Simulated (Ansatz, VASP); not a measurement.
# One calculation of MgS, two programs

```
Mg S
1.0
     4.03462    0.00000    0.00000
    -2.01731    3.49409    0.00000
     0.00000    0.00000    6.43229
Mg S
2 2
Direct
  0.66667 0.33333 0.49575
  0.33333 0.66667 0.99575
  0.33333 0.66667 0.37924
  0.66667 0.33333 0.87924
```

The cell comes from a database or a generator and needn't be the stable form of this composition.

Alike in both runs: task single point; functional PBE; k mesh 6 × 6 × 4; occupations gaussian, width 0.05 eV; no spin polarisation.

```csv
,VASP,Ansatz
version,VASP 6.6.1,Ansatz 0.2.0
potentials or method,"VASP PAW PBE potentials, release 64 (Mg, S)","scalar-relativistic, plane waves, PAW"
plane-wave cutoff (eV),520,420
valence electrons in the cell,16,32
```

```csv
,VASP,Ansatz,Ansatz less VASP
gap on the k mesh at the Fermi level (eV),3.43,3.44,+0.008
least direct gap on the mesh (eV),3.43,3.44,+0.008
pressure (GPa),0.9,1.1,+0.15
largest component of the traceless stress (GPa),0.17,0.18,+0.010
rms of the force components (eV/Å),0.028,0.027,-0.0005
```

Atom by atom the forces differ by 0.000 eV/Å (rms over components). The two sets of potentials don't hold the same shells in valence.

PBE gaps usually lie below the measured ones, often by a third to a half.
